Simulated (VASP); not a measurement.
The system is Al.

```
Al
1.0
     2.81246    0.00000    0.00000
    -1.40623    2.43566    0.00000
     0.00000    0.00000    4.86685
Al
2
Direct
  0.66667 0.33333 0.75000
  0.33333 0.66667 0.25000
```

This isn't the form of Al at room conditions, which is fcc.

| Property | Result |
| --- | --- |
| Program | VASP 6.6.1 |
| Task | relaxation of cell and atoms |
| Functional | PBE |
| Dispersion | D3(BJ) |
| Potentials or basis | VASP PAW PBE potentials, release 64 (Al) |
| Cutoff | 600 eV |
| k mesh | 18 × 18 × 10 |
| Occupations | gaussian, width 0.1 eV |
| Spin | no spin polarisation |

At the start: pressure -3.2 GPa; volume 16.67 Å³/atom.

Task: How do energy, volume and symmetry change on relaxing?

Result: Over 12 steps the energy falls by 10.3 meV/atom and the volume is 15.91 Å³/atom (-4.6 %); space group P6_3/mmc (No. 194, to 0.05 Å).

The path:
```tsv
step	energy change (eV)	largest force (eV/Å)	pressure (GPa)	volume (Å³)
1	0.0000	0.0000	-3.24	33.34
2	-0.0180	0.0000	0.38	31.74
3	-0.0180	0.0000	0.28	31.78
4	-0.0199	0.0000	0.16	31.78
5	-0.0203	0.0000	0.12	31.78
6	-0.0206	0.0000	0.10	31.78
7	-0.0206	0.0000	0.10	31.78
8	-0.0206	0.0000	0.10	31.78
9	-0.0205	0.0000	0.10	31.78
10	-0.0206	0.0000	0.10	31.78
11	-0.0206	0.0000	-0.05	31.84
12	-0.0206	0.0000	0.00	31.82
```

Final structure:
```
Al
1.0
     2.80185    0.00000    0.00000
    -1.40093    2.42648    0.00000
     0.00000    0.00000    4.67987
Al
2
Cartesian
  1.4009 0.8088 3.5099
  0.0000 1.6177 1.1700
```

Caveat: pairwise dispersion overbinds metals, which lowers pressure and volume.
